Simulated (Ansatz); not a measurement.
# F: which shells make which states

```
F
1.0
     2.75000   -1.64000    0.00000
     2.75000    1.64000    0.00000
    -1.53472    0.00000    7.11639
F
4
Direct
  0.96800 0.60200 0.09970
  0.39800 0.03200 0.40030
  0.03200 0.39800 0.90030
  0.60200 0.96800 0.59970
```

Atom numbers follow the list: F1, F2, F3, F4.

Conventional cell: a = 5.500 Å, b = 3.280 Å, c = 7.280 Å, α = 90.00°, β = 102.17°, γ = 90.00°. Around F (atom 1) lie 1 F at 1.49 Å.

The geometry is COD entry 9012106, unchecked; take it as a test cell.

These are results of Ansatz 0.2.0, DFT, PBE, all-electron LAPW, scalar-relativistic, not measurements.

Numerical set-up: a Γ-centred 9×9×4 k mesh, Fermi–Dirac smearing of 0.02 eV, basis error target 1 meV/atom, no spin polarisation.

Weights are projections on a minimal set of Löwdin-orthogonalised atomic shells, summed over atoms of an element; the rest lies outside that basis, and weights on diffuse cation s shells are inflated where empty shells are missing from it. Energies are in eV from the valence-band top.

Points: C2 (-0.657, -0.343, 0.000), D (-0.672, -0.328, 0.500).

| state | character |
| --- | --- |
| C2, -5.68 eV | F 2p 93 %, F 2s 6 % |
| C2, -5.68 eV | F 2p 93 %, F 2s 6 % |
| C2, -3.42 eV | F 2p 100 % |
| C2, -3.28 eV | F 2p 100 % |
| C2, -3.27 eV | F 2p 100 % |
| C2, -3.10 eV | F 2p 100 % |
| C2, -0.60 eV | F 2p 100 % |
| C2, -0.43 eV | F 2p 100 % |
| C2, -0.36 eV | F 2p 100 % |
| C2, -0.19 eV | F 2p 100 % |
| D, -5.68 eV (×2) | F 2p 93 %, F 2s 6 % |
| D, -3.36 eV (×2) | F 2p 100 % |
| D, -3.18 eV (×2) | F 2p 100 % |
| D, -0.52 eV (×2) | F 2p 100 % |
| D, -0.25 eV (×2) | F 2p 100 % |
